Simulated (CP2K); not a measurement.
Runs of CP2K 2026.2 on HfO2. The structure is monoclinic, space group P2_1/c (No. 14). Conventional cell: a = 5.118 Å, b = 5.186 Å, c = 5.284 Å, α = 90.00°, β = 99.35°, γ = 90.00°. Around Hf (site symmetry 1) lie 7 O at 2.03 to 2.25 Å. O (site symmetry 1) is surrounded by 3 Hf at 2.03 to 2.12 Å. O (site symmetry 1) has 4 Hf at 2.14 to 2.25 Å as nearest neighbours. 

```tsv
potentials or basis	ADDED_MOS	gap on the mesh (eV)	pressure (GPa)	largest force (eV/Å)
GTH_POTENTIALS Hf GTH-PBE-q12, O GTH-PBE-q6; TZVP-MOLOPT-SR-GTH, TZVP-MOLOPT-GTH basis	[42]	(c)	(b)	0.42
POTENTIAL_UZH Hf GTH-PBE-q12, O GTH-PBE-q6; TZVP-MOLOPT-PBE-GTH basis	[42]	4.14	0.0	0.42
POTENTIAL_UZH Hf GTH-PBE-q12, O GTH-PBE-q6; TZV2P-MOLOPT-PBE-GTH basis	[42]	4.20	-0.3	0.44
POTENTIAL_UZH Hf GTH-PBE-q12, O GTH-PBE-q6; ccGRB-D basis	[42]	4.15	(a)	0.44
GTH_POTENTIALS Hf GTH-PBE-q12, O GTH-PBE-q6; SZV-MOLOPT-SR-GTH basis	[24]	3.36	0.1	0.66
POTENTIAL_UZH Hf GTH-PBE-q12, O GTH-PBE-q6; DZVP-MOLOPT-PBE-GTH basis	[42]	4.13	0.1	0.42
GTH_POTENTIALS Hf GTH-PBE-q12, O GTH-PBE-q6; DZVP-MOLOPT-SR-GTH basis	[42]	4.08	-1.4	(d)
```

Alike in all rows: task single point; level PBE; no spin polarisation; cell as given; k mesh 4 × 4 × 4; smearing fermi-dirac 0.05 eV.

Problem. Fill in the values left out.

Solution. (a) 1.2; (b) -0.5; (c) 4.12; (d) 0.41.

Caveats: spin-orbit coupling is left out, which moves the levels of the heavy elements; the basis of atomic orbitals isn't converged, which shifts pressures, moduli and gaps; a minimal basis gives rough bond lengths, pressures and levels (some runs).

A k mesh can miss the band edges, and the runs leave out spin-orbit coupling on Hf.
